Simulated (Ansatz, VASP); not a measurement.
# Cross-check of HfO2 between VASP and Ansatz, part 2 of 3

One calculation is typed for both programs; each brings its own data sets. How far apart do they land? The structure shown is the end of the Ansatz relaxation below.

VASP 6.6.1 and Ansatz 0.2.0.

So far: The starting structure; Ansatz: relaxation, PBEsol.

### Step 3. VASP: single point, PBEsol, pair 1

Level of this step: PBEsol; plane waves and PAW (Hf_pv, O) (VASP).

The same cell, functional, mesh and smearing now go to VASP, with its own data sets.

Lines of VASP's logs that name or quote its potential files are left out, and so is its time.

INCAR

```
SYSTEM = HfO2
PREC = Accurate
ENCUT = 600
EDIFF = 1E-06
NELM = 120
ISMEAR = -1
SIGMA = 0.02
LREAL = .FALSE.
ALGO = Normal
GGA = PS
NBANDS = 56
LASPH = .TRUE.
LORBIT = 11
LWAVE = .FALSE.
LCHARG = .FALSE.
ISIF = 2
GGA_COMPAT = .FALSE.
EFERMI = MIDGAP
KPAR = 2
```

POSCAR

```
HfO2
1.0
    5.1662364665      0.0000000000      0.0000000000
    0.0000000000      4.9512280026      0.0000000000
    0.0000000000      0.0000000000      4.9593350876
Hf O
4 8
Direct
    0.9664985209      0.7308239149      0.7570102224
    0.0335014791      0.2691760851      0.2570102224
    0.4664985209      0.2691760851      0.7570102224
    0.5335014791      0.7308239149      0.2570102224
    0.6246108729      0.9196847634      0.8813386662
    0.3753891271      0.0803152366      0.3813386662
    0.1246108729      0.0803152366      0.8813386662
    0.8753891271      0.9196847634      0.3813386662
    0.7599345062      0.4541959436      0.0056511112
    0.2400654938      0.5458040564      0.5056511112
    0.2599345062      0.5458040564      0.0056511112
    0.7400654938      0.4541959436      0.5056511112
```

KPOINTS

```
Automatic mesh
0
Gamma
6 6 6
0 0 0
```

The projector-augmented-wave data sets are Hf_pv and O (PBE family, release 64).

Command:

```console
mpirun -np 2 vasp_std
```

Numbers of over 12 decimals in the logs are rounded to 6 here.

Output:

```text
[banner, memory and clock lines left out]
running    2 mpi-ranks, on    1 nodes
 distrk:  each k-point on    1 cores,    2 groups
 distr:  one band on    1 cores,    1 groups

 POSCAR found type information on POSCAR HfO
 POSCAR found :  2 types and      12 ions
|                                                                             |
|               ----> ADVICE to this user running VASP <----                  |
|                                                                             |
|     You enforced a specific xc type in the INCAR file but a different       |
|     [... a line on the potential file left out ...]
|     I HOPE YOU KNOW WHAT YOU ARE DOING!                                     |
|                                                                             |

 LDA part: xc-table for (Slater+PW92), standard interpolation
 POSCAR, INCAR and KPOINTS ok, starting setup
 FFT: planning ... GRIDC
 FFT: planning ... GRID_SOFT
 FFT: planning ... GRID
 WAVECAR not read
 entering main loop
       N       E                     dE             d eps       ncg     rms          rms(c)
DAV:   1     0.600074984988E+03    0.60007E+03   -0.54847E+04  7168   0.177E+03
DAV:   2    -0.109838601159E+03   -0.70991E+03   -0.68827E+03  8920   0.437E+02
DAV:   3    -0.146040833539E+03   -0.36202E+02   -0.36050E+02  8448   0.878E+01
DAV:   4    -0.146490448618E+03   -0.44962E+00   -0.44878E+00  8928   0.106E+01
DAV:   5    -0.146496553750E+03   -0.61051E-02   -0.61034E-02  8504   0.115E+00    0.118E+02
DAV:   6    -0.127470435511E+03    0.19026E+02   -0.94410E+01  8088   0.396E+01    0.956E+01
DAV:   7    -0.127111369953E+03    0.35907E+00   -0.50764E+00  8800   0.110E+01    0.485E+01
DAV:   8    -0.127085039407E+03    0.26331E-01   -0.29723E-01  8392   0.300E+00    0.804E+00
DAV:   9    -0.127055939842E+03    0.29100E-01   -0.11798E-01  8144   0.175E+00    0.436E+00
DAV:  10    -0.127054157067E+03    0.17828E-02   -0.11547E-02  8704   0.521E-01    0.262E-01
DAV:  11    -0.127054253775E+03   -0.96708E-04   -0.96071E-04  8704   0.155E-01    0.409E-02
DAV:  12    -0.127054265035E+03   -0.11260E-04   -0.74044E-05  8528   0.455E-02    0.593E-02
DAV:  13    -0.127054264089E+03    0.94653E-06   -0.21729E-05  8688   0.211E-02    0.140E-02
DAV:  14    -0.127054263806E+03    0.28281E-06   -0.21693E-06  5688   0.842E-03
   1 F= -.12705426E+03 E0= -.12705426E+03  d E =0.000000E+00
```

From OUTCAR (step 3):

```text
ion  position               nearest neighbor table
   1  0.966  0.731  0.757-   7 2.01   5 2.09  10 2.10   9 2.13   8 2.14  11 2.16  12 2.19   4 3.34
                             4 3.34   2 3.39   2 3.39   3 3.45   3 3.45   2 3.66   2 3.66   3 3.71
   2  0.034  0.269  0.257-   8 2.01   6 2.09   9 2.10  10 2.13   7 2.14  12 2.16  11 2.19   3 3.34
                             3 3.34   1 3.39   1 3.39   4 3.45   4 3.45   1 3.66   1 3.66   4 3.71
   3  0.466  0.269  0.757-   5 2.01   7 2.09  12 2.10  11 2.13   6 2.14   9 2.16  10 2.19   2 3.34
                             2 3.34   4 3.39   4 3.39   1 3.45   1 3.45   4 3.66   4 3.66   1 3.71
   4  0.534  0.731  0.257-   6 2.01   8 2.09  11 2.10  12 2.13   5 2.14  10 2.16   9 2.19   1 3.34
                             1 3.34   3 3.39   3 3.39   2 3.45   2 3.45   3 3.66   3 3.66   2 3.71
   5  0.625  0.920  0.881-   3 2.01   1 2.09   4 2.14
   6  0.375  0.080  0.381-   4 2.01   2 2.09   3 2.14
   7  0.125  0.080  0.881-   1 2.01   3 2.09   2 2.14
   8  0.875  0.920  0.381-   2 2.01   4 2.09   1 2.14
   9  0.760  0.454  0.006-   2 2.10   1 2.13   3 2.16   4 2.19
  10  0.240  0.546  0.506-   1 2.10   2 2.13   4 2.16   3 2.19
  11  0.260  0.546  0.006-   4 2.10   3 2.13   1 2.16   2 2.19
  12  0.740  0.454  0.506-   3 2.10   4 2.13   2 2.16   1 2.19

  LATTYP: Found a simple orthorhombic cell.
 ALAT       =     4.9512280026
 B/A-ratio  =     1.0016373887
 C/A-ratio  =     1.0434252803

 Subroutine GETGRP returns: Found  4 space group operations
 (whereof  1 operations were pure point group operations)

The static configuration has the point symmetry C_1 .
 The point group associated with its full space group is C_2v.

 Found     64 irreducible k-points:

   k-points           NKPTS =     64   k-points in BZ     NKDIM =     64   number of bands    NBANDS=     56

   dimension x,y,z NGX =    42 NGY =   40 NGZ =   40
   dimension x,y,z NGXF=    84 NGYF=   80 NGZF=   80

   ENCUT  =  600.0 eV  44.10 Ry    6.64 a.u.  10.32  9.89  9.91*2*pi/ulx,y,z

   NELECT =      88.0000    total number of electrons

 k-points in reciprocal lattice and weights: Automatic mesh
   0.00000000  0.00000000  0.00000000       0.005
   0.16666667  0.00000000  0.00000000       0.009
   0.33333333  0.00000000  0.00000000       0.009
   0.50000000  0.00000000  0.00000000       0.005
   0.00000000  0.16666667  0.00000000       0.009
   0.16666667  0.16666667  0.00000000       0.019
   0.33333333  0.16666667  0.00000000       0.019
   0.50000000  0.16666667  0.00000000       0.009
   0.00000000  0.33333333  0.00000000       0.009
[...]
0.33333333  0.50000000  0.50000000       0.009
   0.50000000  0.50000000  0.50000000       0.005

 average (electrostatic) potential at core
       1 -36.5582       2 -36.5582       3 -36.5582       4 -36.5582       5 -69.4517
       6 -69.4517       7 -69.4517       8 -69.4517       9 -69.9279      10 -69.9279
      11 -69.9279      12 -69.9279

 E-fermi :   5.9494

 k-point     1 :       0.0000    0.0000    0.0000
  band No.  band energies     occupation
    ...
     40       2.8349      2.00000
     41       3.0696      2.00000
     42       3.5733      2.00000
     43       3.6636      2.00000
     44       3.7109      2.00000
     45       8.7424      0.00000
     46       9.0351      0.00000
     47       9.0402      0.00000
     48       9.5828      0.00000
     49       9.7406      0.00000
    ...

 k-point     2 :       0.1667    0.0000    0.0000
  band No.  band energies     occupation
    ...
     40       2.9467      2.00000
     41       3.1071      2.00000
     42       3.3765      2.00000
     43       3.5164      2.00000
     44       3.5714      2.00000
     45       8.7843      0.00000
     46       9.0333      0.00000
     47       9.1222      0.00000
     48       9.5560      0.00000
     49       9.6856      0.00000
    ...

 k-point     3 :       0.3333    0.0000    0.0000
  band No.  band energies     occupation
    ...
     40       3.0803      2.00000
     41       3.1089      2.00000
     42       3.2196      2.00000
     43       3.2860      2.00000
     44       3.4037      2.00000
     45       8.8846      0.00000
     46       9.0405      0.00000
     47       9.3058      0.00000
     48       9.5227      0.00000
     49       9.5244      0.00000
    ...

  Total        4.8751400      5.0453514      5.0605898      0.0000000      0.0000000      0.0000000
  in kB       61.5725324     63.7222852     63.9147445      0.0000000      0.0000000      0.0000000
  external PRESSURE =      63.0698540 kB  Pullay stress =       0.0000000 kB

  energy-cutoff  :      600.00
  volume of cell :      126.86
      direct lattice vectors                 reciprocal lattice vectors
     5.166236467  0.000000000  0.000000000     0.193564504  0.000000000  0.000000000
     0.000000000  4.951228003  0.000000000     0.000000000  0.201970097  0.000000000
     0.000000000  0.000000000  4.959335088     0.000000000  0.000000000  0.201639934

 POSITION                                       TOTAL-FORCE (eV/Angst)
 -----------------------------------------------------------------------------------
      4.99316      3.61848      3.75427        -0.042446     -0.015868     -0.050637
      0.17308      1.33275      1.27460         0.042446      0.015868     -0.050637
      2.41004      1.33275      3.75427        -0.042446      0.015868     -0.050637
      2.75619      3.61848      1.27460         0.042446     -0.015868     -0.050637
      3.22689      4.55357      4.37085         0.041516      0.008263      0.025004
      1.93935      0.39766      1.89119        -0.041516     -0.008263      0.025004
      0.64377      0.39766      4.37085         0.041516     -0.008263      0.025004
      4.52247      4.55357      1.89119        -0.041516      0.008263      0.025004
      3.92600      2.24883      0.02803         0.001657      0.040275      0.025633
      1.24024      2.70240      2.50769        -0.001657     -0.040275      0.025633
      1.34288      2.70240      0.02803         0.001657     -0.040275      0.025633
      3.82335      2.24883      2.50769        -0.001657      0.040275      0.025633
 -----------------------------------------------------------------------------------
    total drift:                               -0.000000      0.000000      0.000198

  FREE ENERGIE OF THE ION-ELECTRON SYSTEM (eV)
  ---------------------------------------------------
  free  energy   TOTEN  =      -127.0542638062 eV

  energy  without entropy=     -127.0542638062  energy(sigma->0) =     -127.05426381

 total charge
# of ion       s       p       d       tot
------------------------------------------
    1        0.328   6.687   1.554   8.569
    2        0.328   6.687   1.554   8.569
    3        0.328   6.687   1.554   8.569
    4        0.328   6.687   1.554   8.569
    5        1.555   3.545   0.000   5.099
    6        1.555   3.545   0.000   5.099
    7        1.555   3.545   0.000   5.099
    8        1.555   3.545   0.000   5.099
    9        1.553   3.568   0.000   5.121
   10        1.553   3.568   0.000   5.121
   11        1.553   3.568   0.000   5.121
   12        1.553   3.568   0.000   5.121
--------------------------------------------------
tot         13.743  55.202   6.214  75.160

[... 3 further parts left out ...]
```

The run ends at a pressure of 6.31 GPa, with forces up to 0.068 eV/Å.

### Step 4. Side by side

Known differences besides the potentials themselves: the data sets hold 152 valence electrons in Ansatz (on its PAW soft_1 files) and 88 in VASP; Ansatz makes its cores anew for this functional, VASP keeps those of its PBE data sets; Ansatz's pressure holds a Pulay correction, VASP's none. Total energies have different zeros and are not compared.

The two programs side by side:

```tsv
quantity	Ansatz	VASP	difference
pressure (GPa)	10.00	6.31	+3.69
gap on the k mesh (eV)	4.514	4.477	+0.037
```

Forces on 7 of the 12 atoms, those with the largest forces and the largest differences (eV/Å; atoms numbered as in POSCAR):

```tsv
atom	Ansatz x, y, z	VASP x, y, z
Hf1	-0.001, 0.000, 0.000	-0.042, -0.016, -0.051
Hf2	0.001, 0.000, 0.000	0.042, 0.016, -0.051
Hf3	-0.001, 0.000, 0.000	-0.042, 0.016, -0.051
Hf4	0.001, 0.000, 0.000	0.042, -0.016, -0.051
O5	0.000, 0.000, 0.000	0.042, 0.008, 0.025
O6	0.000, 0.000, 0.000	-0.042, -0.008, 0.025
O7	0.000, 0.000, 0.000	0.042, -0.008, 0.025
```

The forces differ by 32 meV/Å r.m.s., where the r.m.s. force is 0.001 eV/Å in Ansatz and 0.032 eV/Å in VASP: the atoms lie near their places of rest in Ansatz, so a percentage would say little (all taken over all components). A gap on the mesh is an upper bound, since the band edges may lie between its points; neither run holds spin-orbit coupling, which can move the band edges of a compound of Hf.

### Step 5. What the set-up changes

Further runs change the set-up of one program: Ansatz's method, potentials or start, or VASP's data sets, cutoff or form of LDA. The table gives Ansatz less VASP for each quantity, since a change that brings one quantity closer may part another.

```tsv
run	r.m.s. force difference (meV/Å)	pressure (GPa)	gap on the k mesh (eV)
as above	32	3.7	0.037
VASP with the data sets Hf_sv and O	31	2.4	0.038
```

### Step 6. Ansatz: relaxation, PBEsol

This run makes the geometry at which the two programs are then compared. The cell compared in this pair holds 129.46 Å³, against 126.86 Å³ for the pair before.

The structure compared here is the end of the Ansatz relaxation.

input.yaml

```yaml
crystal:
  lattice:
    - [5.2286293529, 0.0, 0.0]
    - [0.0, 5.0178188772, 0.0]
    - [0.0, 0.0, 5.0422500803]
  atoms:
    - { symbol: Hf, position: [0.9671097734, 0.7324278592, 0.7526445519] }
    - { symbol: Hf, position: [0.0328902266, 0.2675721408, 0.2526445519] }
    - { symbol: Hf, position: [0.4671097734, 0.2675721408, 0.7526445519] }
    - { symbol: Hf, position: [0.5328902266, 0.7324278592, 0.2526445519] }
    - { symbol: O, position: [0.6319774038, 0.92827628, 0.8902417756] }
    - { symbol: O, position: [0.3680225962, 0.07172372, 0.3902417756] }
    - { symbol: O, position: [0.1319774038, 0.07172372, 0.8902417756] }
    - { symbol: O, position: [0.8680225962, 0.92827628, 0.3902417756] }
    - { symbol: O, position: [0.7659856362, 0.459673506, 0.0011136725] }
    - { symbol: O, position: [0.2340143638, 0.540326494, 0.5011136725] }
    - { symbol: O, position: [0.2659856362, 0.540326494, 0.0011136725] }
    - { symbol: O, position: [0.7340143638, 0.459673506, 0.5011136725] }
kpoints:
  mp_grid: { grid: [6, 6, 6] }
scf:
  occupations: { method: fermi_dirac, width: 0.02 }
hamiltonian:
  xc: pbesol
  pseudopotentials: { kind: paw, azcp: { folder: soft_1 }, xc_functional: pbe }
basis:
  ecutwfc: 600
output:
  forces: true
  stress: true
relax:
  f_tol: 0.005
  max_steps: 70
  cell: { stress_tol: 0.02, p_target: 5 }
```

Command:

```console
ansatz run input.yaml --threads 4 --pin off --max-ram 10240MiB --backend cpu --events-out ev --progress --plain --runs-dir out
```

Output:

```text
[...]
Crystal: 12 atoms, lattice volume = 132.290 Å³
Basis set: ecut = 600 eV, 4433 PW (Γ), exchange–correlation on 90×90×90 points (8 copies of the dense FFT grid, shifted against one another)
Bands: 92, of which v1, the nominal top of the filled ones, is band 76 counted from 1 (75 counted from 0)
Symmetry: 4 space group operations
[...]
k-points: 64 of 216 (time reversal used)
[...]
- { symbol: O, position: [0.628538, 0.924099, 0.886058] }
    - { symbol: O, position: [0.371462, 0.075901, 0.386058] }
    - { symbol: O, position: [0.128538, 0.075901, 0.886058] }
    - { symbol: O, position: [0.871462, 0.924099, 0.386058] }
    - { symbol: O, position: [0.762623, 0.456798, 0.0031652] }
    - { symbol: O, position: [0.237377, 0.543202, 0.503165] }
    - { symbol: O, position: [0.262623, 0.543202, 0.0031652] }
    - { symbol: O, position: [0.737377, 0.456798, 0.503165] }
[key lines of the parts left out:]
SCF converged after 5 iterations
Free energy (F): -66904.015251 eV
Fermi energy:    16.334146 eV
P = ⅓ Tr σ = 4.9990 GPa (49.990 kbar)
```

(Continued in part 3 of 3.)

[Lines on the potential files, build, host, timing and source positions are cut from VASP's logs without a mark.]

[Logs are printed without paths, hosts, clocks, repeated set-up lines and the standing remarks that a program may print on its own settings, such as how far it seeks lower states.]

[Hosts, paths, dates, database ids (printed as entryN), source tags and the programs' standing remarks are cut or masked in the printed files.]
